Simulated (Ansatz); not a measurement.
# S started on a Mg site in rocksalt MgS, 64 atoms, charge −2

All numbers come from Ansatz (PAW, plane waves, no spin–orbit coupling) at the single k point (¼, ¼, ¼) without its symmetry partners. The atoms were relaxed with PBEsol in a fixed cell; other functionals are single points on those atoms unless said otherwise. The valence top and gap of the host come from its small cell on a dense mesh, with the band extrema sought between the mesh points, lined up by the mean potential, PBEsol gap 2.73 eV, HSE06 gap 3.83 eV. The charge correction uses an assumed dielectric constant of 10.

Cell: a = 10.364 Å, b = 10.364 Å, c = 10.364 Å, α = 90.00°, β = 90.00°, γ = 90.00°.

Nearest atoms after relaxation, from the placed atom (for vacancies from the middle of the vacant sites): S at 2.04 Å, Mg at 2.42 Å, Mg at 2.43 Å, S at 2.96 Å, S at 2.97 Å, S at 3.35 Å, Mg at 3.38 Å, Mg at 3.39 Å.

Chemical potentials μ are those of reference phases of the elements at zero temperature by the same functional (the usual solids, diamond for C, grey Sn, and the molecules H2, N2, O2, F2, Cl2, Br2 and S8).

```
functional  E(defect) − E(host) − Σ nμ + q·E_VBM (eV)  monopole (eV)  alignment (eV)  formation energy at E_F = VBM (eV)  moment (μB)             wall time, shared host
    PBEsol                                       7.26           0.79            0.09                                8.14  0 (no spin)  15 s on NVIDIA GB200 (relaxation)
     HSE06                                       8.87           0.79            0.10                                9.76  0 (no spin)               14 s on NVIDIA GB200
```

Q: How does the monopole term follow by hand for this cubic cell?

A: q²·α·e²/(4πε₀)/(2εL) with the Madelung constant α = 2.837 and e²/4πε₀ = 14.40 eV·Å: 4 × 2.837 × 14.40 / (2 × 10 × 10.364) = 0.79 eV.

HSE06 one-electron levels near the gap (the ten most localised at most), from the host's valence top, not corrected for the charge's images:

```csv
level (eV),spin,filling,atoms sharing it,element of the atom with most weight
-0.25,both,2.00,23.2,spread
-0.22,both,2.00,22.0,spread
-0.07,both,2.00,38.4,spread
-0.05,both,2.00,30.5,spread
0.51,both,2.00,5.7,S
0.65,both,2.00,6.8,S
```

All elements are taken at their own reference at once; growth conditions in equilibrium with the host shift these energies, by up to the host's formation enthalpy.

One k point and a cell of this size can leave errors of several tenths of an eV in such numbers.
